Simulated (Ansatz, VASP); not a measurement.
One calculation of Cu, two programs

```
Cu
1.0
     2.53410    0.00000    0.00000
    -1.26705    2.19459    0.00000
     0.00000    0.00000    4.11257
Cu
2
Direct
  0.66667 0.33333 0.75000
  0.33333 0.66667 0.25000
```

This isn't the form of Cu at room conditions, which is fcc.

Alike in both runs: functional PBEsol; k mesh 7 × 7 × 4; occupations fermi-dirac, width 0.05 eV; no spin polarisation.

```csv
,VASP,Ansatz
version,VASP 6.6.1,Ansatz 0.2.0
potentials or method,"VASP PAW PBE potentials, release 64 (Cu)",Ansatz PAW
plane-wave cutoff (eV),520,420
valence electrons in the cell,22,38
task,single point,band structure
```

VASP gave:

| Item | Value |
| --- | --- |
| gap on the k mesh at the Fermi level (eV) | none |
| pressure (GPa) | -1.3 |
| largest component of the traceless stress (GPa) | 0.79 |

Problem. Estimate Ansatz's values.

Solution. gap on the k mesh at the Fermi level (eV): none; pressure (GPa): -2.0; largest component of the traceless stress (GPa): 0.83.

A gap of «none» marks a metal or a gap that the smearing closes. The two sets of potentials don't hold the same shells in valence.

Caveats: the k mesh is coarse (spacing up to 0.41 Å⁻¹), so the values aren't converged; the PAW data sets were made with another functional, which shifts forces and pressure a little (VASP); the PAW data sets come from PBE, with cores solved anew for the run's functional, which leaves a small shift of forces and pressure (Ansatz).
